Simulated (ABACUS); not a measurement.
A run of ABACUS 3.10.1 is set up as follows.

File run_abacus.py:

```python
"""Relaxation by an ASE optimiser with ABACUS as a small file-based calculator."""
import re
import subprocess
import spglib
from ase import Atoms
import numpy as np
from ase.calculators.calculator import Calculator, all_changes
from ase.filters import FrechetCellFilter
from ase.io import read
from ase.optimize import BFGS
from ase.stress import full_3x3_to_voigt_6_stress
from ase.units import Bohr, GPa

atoms = read("Ta.cif")
cell, frac, numbers = spglib.standardize_cell((atoms.cell[:], atoms.get_scaled_positions(), atoms.numbers), to_primitive=True, symprec=1e-4)
atoms = Atoms(numbers=numbers, cell=cell, scaled_positions=frac, pbc=True)  # the primitive cell
atoms = atoms[(-atoms.numbers).argsort(kind="stable")]  # ABACUS lists atoms element by element
pseudo = {'Ta': 'Ta.upf'}
orbital = {'Ta': 'Ta_confined-atom_7au_3s2p2d2f.orb'}
magmoms = None
kmesh = [10, 10, 10]
params = {
    'suffix': 'Ta',
    'calculation': 'scf',
    'basis_type': 'lcao',
    'pseudo_dir': './',
    'orbital_dir': './',
    'symmetry': 1,
    'dft_functional': 'pbesol',
    'ecutwfc': 132,
    'pseudo_rcut': 10,
    'nspin': 1,
    'nbands': 18,
    'ks_solver': 'genelpa',
    'smearing_method': 'fd',
    'smearing_sigma': 0.00367493,
    'scf_thr': 1e-07,
    'scf_nmax': 100,
    'mixing_type': 'broyden',
    'mixing_beta': 0.7,
    'cal_force': 1,
    'cal_stress': 1,
    'out_mul': 1,
}

def write_input(atoms):
    symbols = atoms.get_chemical_symbols()
    elements = list(dict.fromkeys(symbols))
    lines = ["ATOMIC_SPECIES"] + [f"{e} {atoms.get_masses()[symbols.index(e)]:.4f} {pseudo[e]}" for e in elements]
    if orbital:
        lines += ["", "NUMERICAL_ORBITAL"] + [orbital[e] for e in elements]
    lines += ["", "LATTICE_CONSTANT", f"{1 / Bohr:.10f}", "", "LATTICE_VECTORS"]
    lines += [" ".join(f"{x:.10f}" for x in v) for v in atoms.cell]
    lines += ["", "ATOMIC_POSITIONS", "Direct"]
    for e in elements:
        lines += ["", e, "0.0", str(symbols.count(e))]
        for i, p in enumerate(atoms.get_scaled_positions(wrap=False)):
            if symbols[i] == e:
                mag = "" if magmoms is None else " mag " + " ".join(str(x) for x in (magmoms[i] if isinstance(magmoms[i], list) else [magmoms[i]]))
                lines.append(" ".join(f"{x:.10f}" for x in p) + " 1 1 1" + mag)
    open("STRU", "w").write("\n".join(lines) + "\n")
    open("KPT", "w").write("K_POINTS\n0\nGamma\n%d %d %d 0 0 0\n" % tuple(kmesh))
    open("INPUT", "w").write("INPUT_PARAMETERS\n" + "".join(f"{k:<20s}{v}\n" for k, v in params.items()))

class Abacus(Calculator):
    implemented_properties = ["energy", "free_energy", "forces", "stress"]

    def calculate(self, atoms=None, properties=("energy",), system_changes=all_changes):
        super().calculate(atoms, properties, system_changes)
        write_input(self.atoms)
        subprocess.run(['mpirun', '-np', '4', 'abacus'], check=True)
        log = open("OUT.Ta/running_scf.log").read()
        if "charge density convergence is achieved" not in log:
            raise RuntimeError("SCF not converged")
        rows = lambda title, n: np.array([l.split()[-3:] for l in log.split(title)[-1].split("\n")[2:2 + n]], float)
        energy = float(re.findall(r"FINAL_ETOT_IS (\S+)", log)[-1])
        stress = -rows("TOTAL-STRESS", 3) / 10 * GPa  # ABACUS prints kbar, compression positive
        self.results = dict(energy=energy, free_energy=energy, forces=rows("TOTAL-FORCE", len(self.atoms)), stress=full_3x3_to_voigt_6_stress(stress))

atoms.calc = Abacus()
opt = BFGS(FrechetCellFilter(atoms), logfile="opt.log", trajectory="relax.traj")
print("optimiser converged:", opt.run(fmax=0.01, steps=60))
```

Ta.cif

```cif
data_Ta
_cell_length_a 3.30256000
_cell_length_b 3.30256000
_cell_length_c 3.30256000
_cell_angle_alpha 90.00000000
_cell_angle_beta 90.00000000
_cell_angle_gamma 90.00000000
_space_group_name_H-M_alt 'Im-3m'
_space_group_name_Hall '-I 4 2 3'
_space_group_IT_number 229
loop_
_space_group_symop_operation_xyz
'x,y,z'
'-x,-y,-z'
'-y,x,z'
'y,-x,-z'
'-x,-y,z'
'x,y,-z'
'y,-x,z'
'-y,x,-z'
'x,-y,-z'
'-x,y,z'
'-y,-x,-z'
'y,x,z'
'-x,y,-z'
'x,-y,z'
'y,x,-z'
'-y,-x,z'
'z,x,y'
'-z,-x,-y'
'z,-y,x'
'-z,y,-x'
'z,-x,-y'
'-z,x,y'
'z,y,-x'
'-z,-y,x'
'-z,x,-y'
'z,-x,y'
'-z,-y,-x'
'z,y,x'
'-z,-x,y'
'z,x,-y'
'-z,y,x'
'z,-y,-x'
'y,z,x'
'-y,-z,-x'
'x,z,-y'
'-x,-z,y'
'-y,z,-x'
'y,-z,x'
'-x,z,y'
'x,-z,-y'
'-y,-z,x'
'y,z,-x'
'-x,-z,-y'
'x,z,y'
'y,-z,-x'
'-y,z,x'
'x,-z,y'
'-x,z,-y'
'x+1/2,y+1/2,z+1/2'
'-x+1/2,-y+1/2,-z+1/2'
'-y+1/2,x+1/2,z+1/2'
'y+1/2,-x+1/2,-z+1/2'
'-x+1/2,-y+1/2,z+1/2'
'x+1/2,y+1/2,-z+1/2'
'y+1/2,-x+1/2,z+1/2'
'-y+1/2,x+1/2,-z+1/2'
'x+1/2,-y+1/2,-z+1/2'
'-x+1/2,y+1/2,z+1/2'
'-y+1/2,-x+1/2,-z+1/2'
'y+1/2,x+1/2,z+1/2'
'-x+1/2,y+1/2,-z+1/2'
'x+1/2,-y+1/2,z+1/2'
'y+1/2,x+1/2,-z+1/2'
'-y+1/2,-x+1/2,z+1/2'
'z+1/2,x+1/2,y+1/2'
'-z+1/2,-x+1/2,-y+1/2'
'z+1/2,-y+1/2,x+1/2'
'-z+1/2,y+1/2,-x+1/2'
'z+1/2,-x+1/2,-y+1/2'
'-z+1/2,x+1/2,y+1/2'
'z+1/2,y+1/2,-x+1/2'
'-z+1/2,-y+1/2,x+1/2'
'-z+1/2,x+1/2,-y+1/2'
'z+1/2,-x+1/2,y+1/2'
'-z+1/2,-y+1/2,-x+1/2'
'z+1/2,y+1/2,x+1/2'
'-z+1/2,-x+1/2,y+1/2'
'z+1/2,x+1/2,-y+1/2'
'-z+1/2,y+1/2,x+1/2'
'z+1/2,-y+1/2,-x+1/2'
'y+1/2,z+1/2,x+1/2'
'-y+1/2,-z+1/2,-x+1/2'
'x+1/2,z+1/2,-y+1/2'
'-x+1/2,-z+1/2,y+1/2'
'-y+1/2,z+1/2,-x+1/2'
'y+1/2,-z+1/2,x+1/2'
'-x+1/2,z+1/2,y+1/2'
'x+1/2,-z+1/2,-y+1/2'
'-y+1/2,-z+1/2,x+1/2'
'y+1/2,z+1/2,-x+1/2'
'-x+1/2,-z+1/2,-y+1/2'
'x+1/2,z+1/2,y+1/2'
'y+1/2,-z+1/2,-x+1/2'
'-y+1/2,z+1/2,x+1/2'
'x+1/2,-z+1/2,y+1/2'
'-x+1/2,z+1/2,-y+1/2'
loop_
_atom_site_label
_atom_site_type_symbol
_atom_site_symmetry_multiplicity
_atom_site_Wyckoff_symbol
_atom_site_fract_x
_atom_site_fract_y
_atom_site_fract_z
_atom_site_occupancy
Ta1 Ta 2 a 0.0000000000 0.0000000000 0.0000000000 1
```

Potentials or basis: PseudoDojo NC SR 0.5 PBE stringent, DZP LCAO (the cutoffs set its grid).

Command:

```sh
$ OMP_NUM_THREADS=1 python run_abacus.py > log
```

Question: Estimate the space group after relaxing (to 0.05 Å).

Answer: Im-3m (No. 229).

Question: Estimate the relaxed volume.

Answer: 17.68 Å³/atom.

Question: What does it give for the relaxed cell?

Answer: a = 2.842 Å, b = 2.842 Å, c = 2.842 Å, α = 109.47°, β = 109.47°, γ = 109.47°.

Question: Predict the band gap on the k mesh.

Answer: None (metal or under the smearing width).

Step by step:
```csv
step,energy change (eV),largest force (eV/Å),pressure (GPa),volume (Å³)
1,0.0000,0.0000,-3.88,18.01
2,-0.0044,0.0000,0.05,17.68
```

Caveat: the atomic orbitals were generated for these runs and aren't a published set; the potentials were made for another functional, which shifts forces and pressure; the basis of atomic orbitals isn't converged, which shifts pressures, moduli and gaps. The run has no spin-orbit coupling, so splittings on Ta are missing.
